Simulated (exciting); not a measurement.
Crystal: C.

```xyz
2
Lattice="0.0000 1.7834 1.7834 1.7834 0.0000 1.7834 1.7834 1.7834 0.0000" Properties=species:S:1:pos:R:3 pbc="T T T"
C     2.6751    2.6751    2.6751
C     1.7834    1.7834    1.7834
```

This isn't the form of C at room conditions, which is graphite.

Base run:

- Program: exciting (release sodium)
- Functional: revPBE
- Potentials or basis: all-electron LAPW+lo, shipped species files, valence relativity iora*
- rgkmax: 7.5
- k mesh: 13 × 13 × 13
- Occupations: fermi-dirac, width 0.05 eV
- Spin: no spin polarisation

Its results: band gap on the k mesh 4.15 eV, indirect (least direct gap 5.60 eV).

**Question.** The run is repeated on the same cell with these changes: functional from revPBE to PBEsol. What comes out?

**Answer.** Band gap on the k mesh 4.02 eV, indirect (least direct gap 5.54 eV).
